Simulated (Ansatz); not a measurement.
# What strain does to TiO2 (fluorite)

TiO2 built on the fluorite prototype, relaxed with r2SCAN in Ansatz. The symmetry is Fm-3m (No. 225, cubic); conventional cell a = 4.794 Å, 9.18 Å³ an atom. Around Ti lie 8 O at 2.08 Å; around O lie 4 Ti at 2.08 Å.

The axes x, y and z are those of this cell:
```
CELL_PARAMETERS angstrom
0.00000 2.39683 2.39683
2.39683 0.00000 2.39683
2.39683 2.39683 0.00000
ATOMIC_POSITIONS crystal
Ti 0.00000 0.00000 0.00000
O 0.25000 0.25000 0.25000
O 0.75000 0.75000 0.75000
```

Unstrained: PBE gives an indirect gap of 1.145 eV, from X to Γ; the least direct gap is 1.850 eV at X. The r2SCAN gap is indirect, 1.508 eV (X to Γ), below the direct gap of 2.205 eV at X. With HSE06 the valence top lies at X and the conduction bottom at Γ, 2.630 eV higher; the smallest vertical gap, at X, is 3.354 eV. Meshes: PBE 10×10×10, r2SCAN 10×10×10, HSE06 6×6×6. Strains are changes of length per length, and xy shears are angles. After each strain the atoms were relaxed again with r2SCAN within the symmetry that the strain leaves, so tilts or polar shifts that break it weren't tested; points keep the names that they have in the unstrained zone. Simulation only: spin-unpolarised, and no claim that this is the phase found in nature.

Changes of the least gap in eV (an overlap counts as a negative gap):
```tsv
strain	volume change (%)	space group	PBE	r2SCAN	HSE06	energy rise, r2SCAN (meV/atom)
epitaxial +0.3 % in the plane normal to [111], free normal strain -0.46 %	+0.1	R-3m	-0.001	-0.002	-0.002	0.1
xy shear, engineering strain (angle) -3.38 %	0.0	Immm	+0.002	+0.001	-0.002	1.2
uniaxial +5.43 % along z	+5.4	I4/mmm	-0.397	-0.418	-0.461	51.2
```

Epitaxial +0.3 % in the plane normal to [111], free normal strain -0.46 %. HSE06: the gap goes from 2.630 to 2.628 eV (-0.002 eV). Stress change with r2SCAN, compression positive: xx -0.38, yy -0.38, zz -0.38, xy +0.18, xz +0.18, yz +0.18 GPa.

Xy shear, engineering strain (angle) -3.38 %. HSE06: the gap goes from 2.630 to 2.628 eV (-0.002 eV). Stress change with r2SCAN, compression positive: xx +0.16, yy +0.16, zz +0.16, xy +1.25 GPa.

Uniaxial +5.43 % along z, other directions held. HSE06: the gap goes from 2.630 to 2.169 eV (-0.461 eV). Stress change with r2SCAN, compression positive: xx -3.34, yy -3.34, zz -31.51 GPa.

The meshes of the hybrids are coarse, so their gaps aren't converged to the digits shown.
